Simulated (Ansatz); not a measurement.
# SnTe (Fm-3m) in Ansatz: further runs

The runs below take SnTe through band structure, single point, equation of state, with r2SCAN.

Program: Ansatz 0.2.0. These are calculated values, not measurements. Logs are shortened: lines on timing, memory, paths and dates and some standing lists are left out, and cuts for length are marked.

**Experimental background.**

A printed reference work, textbook reports, for a bulk crystal of SnTe at 300 K: band gap 0.18 eV (direct).

How close the calculation comes is told below.

### Step 1. The crystal as given

It takes space group Fm-3m (No. 225, cubic). Conventional cell: a = 6.302 Å, b = 6.302 Å, c = 6.302 Å, α = 90.00°, β = 90.00°, γ = 90.00°. Around Te (site symmetry m-3m) lie 6 Sn at 3.15 Å. Sn (site symmetry m-3m) is surrounded by 6 Te at 3.15 Å.

### Step 2. Band structure, r2SCAN

input.yaml reads:

```yaml
crystal:
  lattice:
    - [0.0, 3.15085, 3.15085]
    - [3.15085, 0.0, 3.15085]
    - [3.15085, 3.15085, 0.0]
  atoms:
    - { symbol: Te, position: [0.5, 0.5, 0.5] }
    - { symbol: Sn, position: [0.0, 0.0, 0.0] }
hamiltonian:
  xc: r2scan
  pseudopotentials: { kind: paw }
kpoints:
  mp_grid: { grid: [7, 7, 7] }
  band_path:
    path:
      - [[0.0, 0.0, 0.0], [0.5, 0.0, 0.5], [0.5, 0.25, 0.75], [0.375, 0.375, 0.75], [0.0, 0.0, 0.0], [0.5, 0.5, 0.5], [0.625, 0.25, 0.625], [0.5, 0.25, 0.75], [0.5, 0.5, 0.5], [0.375, 0.375, 0.75]]
      - [[0.625, 0.25, 0.625], [0.5, 0.0, 0.5]]
    npoints: 14
scf:
  occupations: { method: fermi_dirac, width: 0.05 }
  n_extra_bands: 6
output:
  forces: true
  stress: true
  eigenvalues: true
  fatbands: false
```

Potentials or basis: Ansatz PAW.

Started as:

```console
ansatz run input.yaml --threads 2 --pin off --max-ram 5632MiB --backend cpu --events-out ev --progress --plain --runs-dir out
```

The log of the run:

```text
Warning: RAYON_NUM_THREADS=2 ignored (pool sized by the plan → 2); use --threads N
scf.n_extra_bands = 6 over 15 filled bands (N_el = 30.0): the run solves 21 bands
Engine: ansatz 0.2.0, aarch64-unknown-linux-gnu
Pseudopotentials: kind: paw
Pseudopotential: Te, paw, valence charge 16, recommended cutoff 500 eV (meta_gga), Te.paw.azcp
Pseudopotential: Sn, paw, valence charge 14, recommended cutoff 500 eV (meta_gga), Sn.paw.azcp
Functional definition: r2SCAN
  parameter k0 = 0.174
  parameter k1 = 0.065
  parameter a1 = 4.9479
  exchange = r2scan_x(k0 = k0, k1 = k1, a1 = a1)
  correlation = r2scan_c
Crystal: 2 atoms, lattice volume = 62.562 Å³
Basis set: ecut = 500 eV, 1639 PW (Γ), exchange–correlation on 144×144×144 points (64 copies of the dense FFT grid, shifted against one another)
Bands: 21, of which v1, the nominal top of the filled ones, is band 15 counted from 1 (14 counted from 0)
Symmetry: 48 space group operations
Space group: Fm-3m (ITA 225), of the structure as read, at distance tolerance 4.0e-5 Å
k-points: 20 of 343
Non-local potential: Te, projectors of the file, l = 0: 2, l = 1: 2, l = 2: 2, l = 3: 2
Non-local potential: Sn, projectors of the file, l = 0: 2, l = 1: 2, l = 2: 2, l = 3: 2
PAW form: soft (Blöchl's): semilocal exchange-correlation on the pseudo side does not see the compensation charge
PAW frozen core: Te, regenerated for the run's functional (the file was generated under x = pbe(κ = 0.804, μ = 0.2195149727645171), c = pbe(β = 0.06672455060314922))
PAW frozen core: Sn, regenerated for the run's functional (the file was generated under x = pbe(κ = 0.804, μ = 0.2195149727645171), c = pbe(β = 0.06672455060314922))
PAW one-centre angular grid: Te, 590 points (default); XC on 160 Gauss nodes
PAW one-centre angular grid: Sn, 590 points (default); XC on 249 of its mesh's 2787 points in the sphere
Initial density: superposition of atomic densities (neutral atoms: chi_scale 0, normalization atom), corrected by the library's trained network
Initial wavefunctions: pseudopotential atomic-orbital guess
Functional: x = r2scan, c = r2scan; τ floored in thin density (d = 2e-4 eV/Å³)
SCF iter   1: F=—  HF=-13033.968009 eV  |F-HF|=—  |Δ(HF+E_count)|=         —  Δρ=3.40e-3  dr2=4.54e-3  dr2_τ=5.84e-4  ethr=1.77e-3  ⟨swp⟩=6.8  Hψ=2305  notcnv=0
preconditioner: auto → none  [insulator: Δε(μ)=0.627 eV  Ē_g=10.810 eV  σ=0.050 eV  W_gap=1.00  n_scr=14 (ndim 8)  ℏωp=14.8 eV  f_vac=0.009  D(μ)=0.01/eV (n_scr^D=0)  ε∞_Penn≈2.9]
SCF iter   2: F=—  HF=-13033.978304 eV  |F-HF|=—  |Δ(HF+E_count)|=   1.03e-2  Δρ=1.32e-3  dr2=8.56e-4  dr2_τ=2.36e-5  ethr=1.51e-5  ⟨swp⟩=2.0  Hψ=876  notcnv=0  defer=24
SCF iter   3: F=—  HF=-13033.978633 eV  |F-HF|=—  |Δ(HF+E_count)|=   3.29e-4  Δρ=4.50e-4  dr2=1.00e-4  dr2_τ=4.15e-6  ethr=2.85e-6  ⟨swp⟩=2.0  Hψ=696  notcnv=0  defer=24
SCF iter   4: F=—  HF=-13033.978613 eV  |F-HF|=—  |Δ(HF+E_count)|=   1.94e-5  Δρ=1.40e-4  dr2=5.25e-6  dr2_τ=2.02e-7  ethr=3.34e-7  ⟨swp⟩=2.0  Hψ=591  notcnv=0  defer=24
SCF iter   5: F=—  HF=-13033.978617 eV  |F-HF|=—  |Δ(HF+E_count)|=   3.96e-6  Δρ=3.41e-5  dr2=1.04e-6  dr2_τ=7.77e-9  ethr=1.75e-8  ⟨swp⟩=2.0  Hψ=699  notcnv=0  defer=24
SCF iter   6: F=-13033.978617 eV  HF=-13033.978617 eV  |F-HF|=1.99e-8  |Δ(HF+E_count)|=   9.80e-8  Δρ=6.91e-6  dr2=4.52e-8  dr2_τ=3.49e-10  ethr=3.33e-10  ⟨swp⟩=7.2  Hψ=2355  notcnv=0
SCF 1 converged in 6 iterations: F = -13033.978617 eV  dr2 = 4.52e-8
NSCF: frozen V_eff on 142 k-points
SCF converged after 6 iterations
Free energy (F): -13033.978617 eV
Harris-Foulkes:  -13033.978617 eV  (|F-HF|=1.99e-8)
Internal energy: -13033.978502 eV  (E = F + TS)
E sigma→0 (E₀):  -13033.978560 eV
Entropy (-TS):   -0.000115 eV (-0.058 meV/atom)
Fermi energy:    9.815421 eV
--- Per-component energies (eV) ---
  E_band       = -375.196592
  E_kinetic    = 365.650048
  E_local      = -2152.908890  (includes V_loc(G=0)·N_el)
  E_nonlocal   = -343.610590
  E_hartree    = 1354.635516
  E_xc         = -491.016766
  E_vxc        = -217.221908  (∫ρ·V_xc dr)
  E_paw        = -8842.257435  (= ΣΔE_a)
  E_vpaw       = -749.764154  (= ΣTr[D̂ρ^β])
  E_aug_tail   = -0.000036  (compensation charges beyond the density's cutoff)
  E_vtau       = 13.385124  (kinetic-family band-sum trace: ∫τ·v_τ [+ j·A + Jᵃ·Aᵃ] dr)
  E_ewald      = -2925.490525
  E_core_change = 1.020175  (= ΣΔE_core)
  E_smearing   = -0.000115  (= −TS)
  E_closure    = 0.000000  (closes the sum)
  Σ components = -13033.978617   (vs F -13033.978617, Δ=0.00e0)
--- Forces (eV/Å), atoms counted from 1 ---
  atom   1  Te     0.00000000    -0.00000000    -0.00000000
  atom   2  Sn    -0.00000000     0.00000000     0.00000000
  max |Σ_I F_I| component: 3.38e-29 eV/Å
--- Stress (GPa, compression-positive) ---
        1.509492       0.000000       0.000000
        0.000000       1.509492      -0.000000
        0.000000       0.000000       1.509492
  P = ⅓ Tr σ = 1.5095 GPa (15.095 kbar)
--- Band table (eV; the first three rows and the last of 20) ---
  k-point 0: bands = ["-28.3807", "-28.3807", "-28.3745", "-28.3745", "-28.3745", "-13.0780", "-13.0780", "-13.0732", "-13.0732", "-13.0732", "-3.7593", "5.0141", "7.2533", "7.2533", "7.2533", "13.1815", "13.1815", "13.1815", "14.7302", "14.7302", "14.7302"]
  k-point 1: bands = ["-28.3806", "-28.3806", "-28.3744", "-28.3744", "-28.3744", "-13.0792", "-13.0792", "-13.0729", "-13.0720", "-13.0720", "-3.5784", "3.9671", "7.2899", "7.2899", "8.0236", "12.2900", "12.2900", "12.4007", "14.6968", "15.1626", "15.1626"]
  k-point 2: bands = ["-28.3805", "-28.3805", "-28.3742", "-28.3740", "-28.3740", "-13.0823", "-13.0823", "-13.0722", "-13.0689", "-13.0689", "-3.0820", "2.3463", "7.4156", "7.4156", "8.9089", "10.9916", "10.9916", "11.1935", "15.4270", "16.3576", "16.3576"]
  k-point 19: bands = ["-28.3808", "-28.3802", "-28.3741", "-28.3738", "-28.3732", "-13.0925", "-13.0795", "-13.0710", "-13.0681", "-13.0628", "-2.0138", "1.8543", "4.4062", "5.1554", "8.3134", "10.9324", "14.0510", "15.0166", "15.2472", "16.5067", "20.0236"]
```

Run time: 7.5 s. Hardware: 2 threads of Arm Neoverse V1, shared host; peak memory 0.52 GiB.

Results:

| Quantity | Value |
| --- | --- |
| Free energy | -13033.9786 eV |
| Pressure | 1.5 GPa |
| Band gap along the path | 0.03 eV, direct |

Levels at the corners of the path, in eV from the Fermi level:
| point | band 13 | band 14 | band 15 | band 16 | band 17 | band 18 |
| --- | --- | --- | --- | --- | --- | --- |
| Γ | -2.56 | -2.56 | -2.56 | 3.37 | 3.37 | 3.37 |
| X | -6.05 | -4.19 | -4.19 | 2.25 | 5.04 | 5.04 |
| W | -5.29 | -5.29 | -1.10 | 0.77 | 4.77 | 4.77 |
| K | -5.65 | -3.67 | -3.01 | 2.98 | 3.16 | 4.34 |
| Γ | -2.56 | -2.56 | -2.56 | 3.37 | 3.37 | 3.37 |
| L | -2.19 | -2.19 | 0.02 | 0.05 | 0.21 | 0.21 |
| U | -5.65 | -3.67 | -3.01 | 2.98 | 3.16 | 4.34 |
| W | -5.29 | -5.29 | -1.10 | 0.77 | 4.77 | 4.77 |
| L | -2.19 | -2.19 | 0.02 | 0.05 | 0.21 | 0.21 |
| K | -5.65 | -3.67 | -3.01 | 2.98 | 3.16 | 4.34 |
| U | -5.65 | -3.67 | -3.01 | 2.98 | 3.16 | 4.34 |
| X | -6.05 | -4.19 | -4.19 | 2.25 | 5.04 | 5.04 |

Caveat: this odd mesh misses L, where the gap lies, so gap, dielectric constants and Born charges aren't listed; spin-orbit coupling is left out, which moves the levels of the heavy elements; the PAW data sets come from PBE, with cores solved anew for the run's functional, which leaves a small shift of forces and pressure.

### Step 3. Single point, r2SCAN, 29.40 Å³/atom (volume scaled by 0.94)

input.yaml reads:

```yaml
crystal:
  lattice:
    - [0.0, 3.0865288906, 3.0865288906]
    - [3.0865288906, 0.0, 3.0865288906]
    - [3.0865288906, 3.0865288906, 0.0]
  atoms:
    - { symbol: Te, position: [0.5, 0.5, 0.5] }
    - { symbol: Sn, position: [0.0, 0.0, 0.0] }
hamiltonian:
  xc: r2scan
  pseudopotentials: { kind: paw }
kpoints:
  mp_grid: { grid: [7, 7, 7] }
scf:
  occupations: { method: fermi_dirac, width: 0.05 }
output:
  forces: true
  stress: true
  eigenvalues: true
```

Potentials or basis: Ansatz PAW.

Started as:

```console
ansatz run input.yaml --threads 2 --pin off --max-ram 5632MiB --backend cpu --events-out ev --progress --plain --runs-dir out
```

It took 2.9 s on 2 threads of Arm Neoverse V1, shared host; peak memory 0.44 GiB.

It converged, with:

```yaml
Free_energy: -13033.9039 eV
Pressure: 5.1 GPa
```

Caveat: this odd mesh misses L, where the gap lies, so gap, dielectric constants and Born charges aren't listed; the PAW data sets come from PBE, with cores solved anew for the run's functional, which leaves a small shift of forces and pressure.

### Step 4. Single point, r2SCAN, 30.03 Å³/atom (volume scaled by 0.96)

Changes to input.yaml since step 3:

```diff
@@ -2,5 +2,5 @@
   lattice:
-    - [0.0, 3.0865288906, 3.0865288906]
-    - [3.0865288906, 0.0, 3.0865288906]
-    - [3.0865288906, 3.0865288906, 0.0]
+    - [0.0, 3.1082657258, 3.1082657258]
+    - [3.1082657258, 0.0, 3.1082657258]
+    - [3.1082657258, 3.1082657258, 0.0]
   atoms:
```

Started as:

```console
ansatz run input.yaml --threads 2 --pin off --max-ram 5632MiB --backend cpu --events-out ev --progress --plain --runs-dir out
```

It took 3.5 s on 2 threads of Arm Neoverse V1, shared host; peak memory 0.5 GiB.

The run converged. Its results:

```
Free energy : -13033.9382 eV
Pressure    : 3.7 GPa
```

Caveat: this odd mesh misses L, where the gap lies, so gap, dielectric constants and Born charges aren't listed; the PAW data sets come from PBE, with cores solved anew for the run's functional, which leaves a small shift of forces and pressure.

### Step 5. Single point, r2SCAN, 30.66 Å³/atom (volume scaled by 0.98)

Changes to input.yaml since step 4:

```diff
@@ -2,5 +2,5 @@
   lattice:
-    - [0.0, 3.1082657258, 3.1082657258]
-    - [3.1082657258, 0.0, 3.1082657258]
-    - [3.1082657258, 3.1082657258, 0.0]
+    - [0.0, 3.1297027185, 3.1297027185]
+    - [3.1297027185, 0.0, 3.1297027185]
+    - [3.1297027185, 3.1297027185, 0.0]
   atoms:
@@ -19 +19,5 @@
   eigenvalues: true
+  write_density: true
+  write_potential: true
+  elf: true
+  volumetric_format: npy
```

Started as:

```console
ansatz run input.yaml --threads 2 --pin off --max-ram 5632MiB --backend cpu --events-out ev --progress --plain --runs-dir out
```

It took 4.1 s on 2 threads of Arm Neoverse V1, shared host; peak memory 0.5 GiB.

The run converged. Its results:

| Item | Value |
| --- | --- |
| Free energy | -13033.9628 eV |
| Pressure | 2.6 GPa |

Caveat: this odd mesh misses L, where the gap lies, so gap, dielectric constants and Born charges aren't listed; the PAW data sets come from PBE, with cores solved anew for the run's functional, which leaves a small shift of forces and pressure.

### Step 6. Single point, r2SCAN, 31.28 Å³/atom

input.yaml reads:

```yaml
crystal:
  lattice:
    - [0.0, 3.15085, 3.15085]
    - [3.15085, 0.0, 3.15085]
    - [3.15085, 3.15085, 0.0]
  atoms:
    - { symbol: Te, position: [0.5, 0.5, 0.5] }
    - { symbol: Sn, position: [0.0, 0.0, 0.0] }
hamiltonian:
  xc: r2scan
  pseudopotentials: { kind: paw }
kpoints:
  mp_grid: { grid: [7, 7, 7] }
scf:
  occupations: { method: fermi_dirac, width: 0.05 }
output:
  forces: true
  stress: true
  eigenvalues: true
```

Potentials or basis: Ansatz PAW.

Started as:

```console
ansatz run input.yaml --threads 2 --pin off --max-ram 5632MiB --backend cpu --events-out ev --progress --plain --runs-dir out
```

Run time: 3.3 s. Hardware: 2 threads of Arm Neoverse V1, shared host; peak memory 0.51 GiB.

Results (log left out):

```
Free energy : -13033.9786 eV
Pressure    : 1.5 GPa
```

Caveat: this odd mesh misses L, where the gap lies, so gap, dielectric constants and Born charges aren't listed; the PAW data sets come from PBE, with cores solved anew for the run's functional, which leaves a small shift of forces and pressure.

### Step 7. Single point, r2SCAN, 31.91 Å³/atom (volume scaled by 1.02)

Changes to input.yaml since step 6:

```diff
@@ -2,5 +2,5 @@
   lattice:
-    - [0.0, 3.15085, 3.15085]
-    - [3.15085, 0.0, 3.15085]
-    - [3.15085, 3.15085, 0.0]
+    - [0.0, 3.1717171644, 3.1717171644]
+    - [3.1717171644, 0.0, 3.1717171644]
+    - [3.1717171644, 3.1717171644, 0.0]
   atoms:
```

Started as:

```console
ansatz run input.yaml --threads 2 --pin off --max-ram 5632MiB --backend cpu --events-out ev --progress --plain --runs-dir out
```

It took 3 s on 2 threads of Arm Neoverse V1, shared host; peak memory 0.51 GiB.

Results (log left out):

* Free energy: -13033.9866 eV
* Pressure: 0.6 GPa

Caveat: this odd mesh misses L, where the gap lies, so gap, dielectric constants and Born charges aren't listed; the PAW data sets come from PBE, with cores solved anew for the run's functional, which leaves a small shift of forces and pressure.

### Step 8. Single point, r2SCAN, 32.53 Å³/atom (volume scaled by 1.04)

Changes to input.yaml since step 7:

```diff
@@ -2,5 +2,5 @@
   lattice:
-    - [0.0, 3.1717171644, 3.1717171644]
-    - [3.1717171644, 0.0, 3.1717171644]
-    - [3.1717171644, 3.1717171644, 0.0]
+    - [0.0, 3.1923133075, 3.1923133075]
+    - [3.1923133075, 0.0, 3.1923133075]
+    - [3.1923133075, 3.1923133075, 0.0]
   atoms:
```

Started as:

```console
ansatz run input.yaml --threads 2 --pin off --max-ram 5632MiB --backend cpu --events-out ev --progress --plain --runs-dir out
```

Run time: 3.5 s. Hardware: 2 threads of Arm Neoverse V1, shared host; peak memory 0.51 GiB.

Results (log left out):

- Free energy: -13033.9875 eV
- Pressure: -0.3 GPa

Caveat: this odd mesh misses L, where the gap lies, so gap, dielectric constants and Born charges aren't listed; the PAW data sets come from PBE, with cores solved anew for the run's functional, which leaves a small shift of forces and pressure.

### Step 9. Single point, r2SCAN, 33.16 Å³/atom (volume scaled by 1.06)

Changes to input.yaml since step 8:

```diff
@@ -2,5 +2,5 @@
   lattice:
-    - [0.0, 3.1923133075, 3.1923133075]
-    - [3.1923133075, 0.0, 3.1923133075]
-    - [3.1923133075, 3.1923133075, 0.0]
+    - [0.0, 3.2126470615, 3.2126470615]
+    - [3.2126470615, 0.0, 3.2126470615]
+    - [3.2126470615, 3.2126470615, 0.0]
   atoms:
```

Potentials or basis: Ansatz PAW.

Started as:

```console
ansatz run input.yaml --threads 2 --pin off --max-ram 5632MiB --backend cpu --events-out ev --progress --plain --runs-dir out
```

Wall time 3.1 s (2 threads of Arm Neoverse V1, shared host); peak memory 0.51 GiB.

Results (log left out):

```yaml
Free_energy: -13033.9821 eV
Pressure: -1.1 GPa
```

Caveat: this odd mesh misses L, where the gap lies, so gap, dielectric constants and Born charges aren't listed; the PAW data sets come from PBE, with cores solved anew for the run's functional, which leaves a small shift of forces and pressure.

### Step 10. Equation of state, r2SCAN

This step only gathers the single runs of the series.

Results:

- Equilibrium volume: 32.30 Å³/atom
- Bulk modulus: 44 GPa
- Pressure derivative of the bulk modulus: 4.4

Energy against volume, from the lowest point:
| volume (Å³/atom) | energy (meV/atom) |
| --- | --- |
| 29.404 | 41.80 |
| 30.030 | 24.67 |
| 30.656 | 12.38 |
| 31.281 | 4.45 |
| 31.907 | 0.46 |
| 32.532 | 0.00 |
| 33.158 | 2.74 |

Caveat: this odd mesh misses L, where the gap lies, so gap, dielectric constants and Born charges aren't listed; the PAW data sets were made with another functional, which shifts forces and pressure a little.

### Step 11. Against experiment

Step 2. Measured gap of SnTe: 0.18 eV (direct; 300 K; a printed reference work, textbook). This calculation gives 0.03 eV (-0.15 eV). Spin-orbit coupling on Sn, Te is left out. The value is that of r2SCAN, without temperature or zero-point motion.
